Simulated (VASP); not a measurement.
# Mg (Im-3m) in VASP: further runs, part 2 of 2

VASP 6.6.1. Earlier steps stand in the parts before.

### 3 Single point, PBE

This run uses another cell than the first one, of 23.26 Å³/atom, 1.014 times its volume.

INCAR reads:

```
PREC = Accurate
ENCUT = 520
EDIFF = 1E-7
ISMEAR = 0
SIGMA = 0.05
LREAL = False
LASPH = True
NELM = 80
ALGO = Fast
ISIF = 2
LWAVE = False
LCHARG = False
GGA = PE
NBANDS = 7
```

KPOINTS reads:

```
regular mesh
0
Gamma
  16 16 16
```

POSCAR reads:

```
Mg
1.0
   -1.7982377300      1.7982377300      1.7982377300
    1.7982377300     -1.7982377300      1.7982377300
    1.7982377300      1.7982377300     -1.7982377300
Mg
1
Direct
    0.0000000000      0.0000000000      0.0000000000
```

Potentials or basis: VASP PAW PBE potentials, release 64 (Mg).

Launch:

```
cat potpaw_PBE.64/Mg/POTCAR > POTCAR
mpirun -np 1 vasp_std > vasp.out
```

Run time: 17 s. Hardware: 1 thread of Intel Xeon Platinum 8488C (Sapphire Rapids), shared host; peak memory 0.15 GiB.

It converged, with:

- Free energy: -1.4768 eV
- Pressure: -0.6 GPa
- Band gap on the k mesh: none (metal or under the smearing width)

Levels at points of the mesh, in eV from the Fermi level:
```
           k point  band 1  band 2  band 3  band 4  band 5
(0.00, 0.00, 0.00)   -6.91   12.91   12.91   12.91   14.91
(0.50, 0.00, 0.00)   -1.49   -0.94    8.56    9.20   10.09
(0.50, 0.50, 0.50)    3.79    3.79    3.79    3.98    3.98
```

### 4 Single point, PBE

INCAR reads:

```
SYSTEM = Mg
PREC = Accurate ; ENCUT = 520
EDIFF = 1E-6 ; ISMEAR = 0
SIGMA = 0.05 ; LREAL = .False.
LASPH = .True. ; NELM = 80
ALGO = Normal ; ISIF = 2
LWAVE = .False. ; LCHARG = .False.
GGA = PE ; NBANDS = 7
```

KPOINTS reads:

```
regular mesh
0
Gamma
  16 16 16
  0 0 0
```

POSCAR reads:

```
Mg
1.0
   -1.7899568495      1.7899568495      1.7899568495
    1.7899568495     -1.7899568495      1.7899568495
    1.7899568495      1.7899568495     -1.7899568495
Mg
1
Direct
    0.0000000000      0.0000000000      0.0000000000
```

Potentials or basis: VASP PAW PBE potentials, release 64 (Mg).

Launch:

```
cat potpaw_PBE.64/Mg/POTCAR > POTCAR
mpirun -np 1 vasp_std > vasp.out
```

OUTCAR:

```text
SYSTEM = Mg
   PREC = Accurate
   ENCUT = 520
   EDIFF = 1E-6
   ISMEAR = 0
   LREAL = .False.
   LASPH = .True.
   NELM = 80
   ISIF = 2
   GGA = PE

 ion  position               nearest neighbor table
   1  0.000  0.000  0.000-

  LATTYP: Found a body centered cubic cell.
 ALAT       =     3.5799136990

  Lattice vectors:

 A1 = (  -1.7899568495,   1.7899568495,   1.7899568495)
 A2 = (   1.7899568495,  -1.7899568495,   1.7899568495)
 A3 = (   1.7899568495,   1.7899568495,  -1.7899568495)
[... 419 lines left out ...]
      7      19.7196      0.00000

 [... further k-points ...]

------------------------ aborting loop because EDIFF is reached ----------------------------------------

  FORCE on cell =-STRESS in cart. coord.  units (eV):
  Direction    XX          YY          ZZ          XY          YZ          ZX
  --------------------------------------------------------------------------------------
  -------------------------------------------------------------------------------------
  Total       -0.0181168     -0.0181168     -0.0181168      0.0000000      0.0000000     -0.0000000
  in kB       -1.2653287     -1.2653287     -1.2653287      0.0000000      0.0000000     -0.0000000
  external PRESSURE =      -1.2653287 kB  Pullay stress =       0.0000000 kB

 VOLUME and BASIS-vectors are now :
 -----------------------------------------------------------------------------
  energy-cutoff  :      520.00
  volume of cell :       22.94
      direct lattice vectors                 reciprocal lattice vectors
    -1.789956850  1.789956850  1.789956850     0.000000000  0.279336343  0.279336343
     1.789956850 -1.789956850  1.789956850     0.279336343  0.000000000  0.279336343
     1.789956850  1.789956850 -1.789956850     0.279336343  0.279336343  0.000000000

 POSITION                                       TOTAL-FORCE (eV/Angst)
 -----------------------------------------------------------------------------------
      0.00000      0.00000      0.00000        -0.000000      0.000000      0.000000
 -----------------------------------------------------------------------------------
    total drift:                                0.000000      0.000000      0.000000

  FREE ENERGIE OF THE ION-ELECTRON SYSTEM (eV)
  ---------------------------------------------------
  free  energy   TOTEN  =        -1.4775042277 eV

  energy  without entropy=       -1.4769190647  energy(sigma->0) =       -1.47721165
```

It took 14 s on 1 thread of Intel Xeon Platinum 8488C (Sapphire Rapids), shared host; peak memory 0.14 GiB.

What came out:

```yaml
Free_energy: -1.4775 eV
Pressure: -0.1 GPa
Band_gap_on_the_k_mesh: none (metal or under the smearing width)
```

Levels at points of the mesh, in eV from the Fermi level:
```tsv
k point	band 1	band 2	band 3	band 4	band 5	band 6
(0.00, 0.00, 0.00)	-6.97	13.00	13.00	13.00	15.02	15.02
(0.50, 0.00, 0.00)	-1.51	-0.93	8.61	9.31	10.18	11.48
(0.50, 0.50, 0.50)	3.83	3.83	3.83	3.98	3.98	7.49
```

### 5 Single point, PBE

This run uses another cell than the first one, of 23.17 Å³/atom, 1.010 times its volume.

INCAR reads:

```
SYSTEM = Mg
PREC = Accurate ; ENCUT = 520
EDIFF = 1E-6 ; ISMEAR = 0
SIGMA = 0.05 ; LREAL = .False.
LASPH = .True. ; NELM = 80
ALGO = Normal ; ISIF = 2
LWAVE = .False. ; LCHARG = .True.
GGA = PE ; LELF = .True.
LVHAR = .True. ; NBANDS = 7
```

KPOINTS reads:

```
Automatic mesh
0
Gamma
  16 16 16
  0 0 0
```

POSCAR reads:

```
Mg
1.0
   -1.7958368757      1.7958368757      1.7958368757
    1.7958368757     -1.7958368757      1.7958368757
    1.7958368757      1.7958368757     -1.7958368757
Mg
1
Direct
    0.0000000000      0.0000000000      0.0000000000
```

Potentials or basis: VASP PAW PBE potentials, release 64 (Mg).

Launch:

```
cat potpaw_PBE.64/Mg/POTCAR > POTCAR
mpirun -np 1 vasp_std > vasp.out
```

OUTCAR:

```text
SYSTEM = Mg
   PREC = Accurate
   ENCUT = 520
   EDIFF = 1E-6
   ISMEAR = 0
   LREAL = .False.
   LASPH = .True.
   NELM = 80
   ISIF = 2
   GGA = PE

 ion  position               nearest neighbor table
   1  0.000  0.000  0.000-

  LATTYP: Found a body centered cubic cell.
 ALAT       =     3.5916737514

  Lattice vectors:

 A1 = (  -1.7958368757,   1.7958368757,   1.7958368757)
 A2 = (   1.7958368757,  -1.7958368757,   1.7958368757)
 A3 = (   1.7958368757,   1.7958368757,  -1.7958368757)
[... 419 lines left out ...]
      7      19.5613      0.00000

 [... further k-points ...]

------------------------ aborting loop because EDIFF is reached ----------------------------------------

  FORCE on cell =-STRESS in cart. coord.  units (eV):
  Direction    XX          YY          ZZ          XY          YZ          ZX
  --------------------------------------------------------------------------------------
  -------------------------------------------------------------------------------------
  Total       -0.0665718     -0.0665718     -0.0665718     -0.0000000     -0.0000000     -0.0000000
  in kB       -4.6040555     -4.6040555     -4.6040555     -0.0000000     -0.0000000     -0.0000000
  external PRESSURE =      -4.6040555 kB  Pullay stress =       0.0000000 kB

 VOLUME and BASIS-vectors are now :
 -----------------------------------------------------------------------------
  energy-cutoff  :      520.00
  volume of cell :       23.17
      direct lattice vectors                 reciprocal lattice vectors
    -1.795836876  1.795836876  1.795836876     0.000000000  0.278421725  0.278421725
     1.795836876 -1.795836876  1.795836876     0.278421725  0.000000000  0.278421725
     1.795836876  1.795836876 -1.795836876     0.278421725  0.278421725  0.000000000

 POSITION                                       TOTAL-FORCE (eV/Angst)
 -----------------------------------------------------------------------------------
      0.00000      0.00000      0.00000        -0.000000     -0.000000      0.000000
 -----------------------------------------------------------------------------------
    total drift:                                0.000000      0.000000      0.000000

  FREE ENERGIE OF THE ION-ELECTRON SYSTEM (eV)
  ---------------------------------------------------
  free  energy   TOTEN  =        -1.4770885212 eV

  energy  without entropy=       -1.4765034086  energy(sigma->0) =       -1.47679596
```

OSZICAR:

```text
N       E                     dE             d eps       ncg     rms          rms(c)
DAV:   1    -0.812124327742E+00   -0.81212E+00   -0.75471E+02  2149   0.189E+02
DAV:   2    -0.148306358108E+01   -0.67094E+00   -0.65968E+00  2723   0.110E+01
DAV:   3    -0.148541199636E+01   -0.23484E-02   -0.23480E-02  2618   0.734E-01
DAV:   4    -0.148541661815E+01   -0.46218E-05   -0.46218E-05  2919   0.235E-02
DAV:   5    -0.148541663776E+01   -0.19606E-07   -0.19629E-07  2702   0.955E-04    0.678E-01
DAV:   6    -0.148149946607E+01    0.39172E-02   -0.31498E-04  2338   0.128E-01    0.434E-01
DAV:   7    -0.147708064474E+01    0.44188E-02   -0.14534E-03  2100   0.227E-01    0.251E-02
DAV:   8    -0.147708904499E+01   -0.84002E-05   -0.86122E-06  3108   0.181E-02    0.578E-03
DAV:   9    -0.147708852118E+01    0.52381E-06   -0.73773E-07  2205   0.346E-03
   1 F= -.14770885E+01 E0= -.14767960E+01  d E =-.585113E-03
```

Run time: 10 s. Hardware: 1 thread of Intel Xeon Platinum 8488C (Sapphire Rapids), shared host; peak memory 0.15 GiB.

Results:

| Quantity | Value |
| --- | --- |
| Free energy | -1.4771 eV |
| Pressure | -0.5 GPa |
| Band gap on the k mesh | none (metal or under the smearing width) |

### 6 Summary

| cell | gap on the mesh (eV) | pressure (GPa) |
| --- | --- | --- |
| Im-3m, 22.94 Å³/atom | none | -0.1 |
| Im-3m, 23.26 Å³/atom | none | -0.6 |
| Im-3m, 23.17 Å³/atom | none | -0.5 |

Alike in all rows: task single point; level PBE; potentials or basis VASP PAW PBE potentials, release 64 (Mg); no spin polarisation; k mesh 16 × 16 × 16; cutoff (eV) 520; smearing gaussian 0.05 eV.

Every run on the cell as given and a fine mesh finds a metal.

Absolute energies hang on the potentials; compare differences alone.
